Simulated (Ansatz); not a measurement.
# Mo: tetragonal deformation path

The calculation used DFT PBE, scalar-relativistic, plane waves, PAW in Ansatz 0.2.0. Cutoff 420 eV, Γ-centred 22×22×22 k-points, Gaussian smearing of 0.15 eV. No spin polarisation. Energies are free energies at this smearing, counted from the undisturbed cell; pressure is positive in compression.

Reference structure (as given, not relaxed at this level; it stands at -4.8 GPa; this fcc form isn't the usual structure):

```yaml
crystal:
  lattice:
    - [0.00000, 2.01500, 2.01500]
    - [2.01500, 0.00000, 2.01500]
    - [2.01500, 2.01500, 0.00000]
  atoms:
    - { symbol: Mo, position: [0.00000, 0.00000, 0.00000] }
```

At fixed volume and fractional coordinates, lengths along (0.000, 0.000, 1.000) are scaled against those across it; ρ is that ratio over its starting value. The cell is metallic on the mesh throughout. At ρ = 0.707 the cell becomes cubic (Im-3m), and there the slope of the energy vanishes by symmetry.

```
    ρ  ΔE (meV/atom)
0.650         -342.1
0.707         -408.8
0.780         -325.8
0.850         -166.0
0.920          -48.0
0.960          -11.6
1.000            0.0
1.100          -41.2
1.200          -86.1
1.300          -83.2
1.414           36.6
1.500          206.3
```

Predict the pressure (GPa) at each point.

| ρ | pressure (GPa) |
| --- | --- |
| 0.650 | -7.7 |
| 0.707 | -8.5 |
| 0.780 | -7.5 |
| 0.850 | -5.5 |
| 0.920 | -4.7 |
| 0.960 | -4.7 |
| 1.000 | -4.8 |
| 1.100 | -4.5 |
| 1.200 | -3.8 |
| 1.300 | -2.2 |
| 1.414 | 1.8 |
| 1.500 | 6.5 |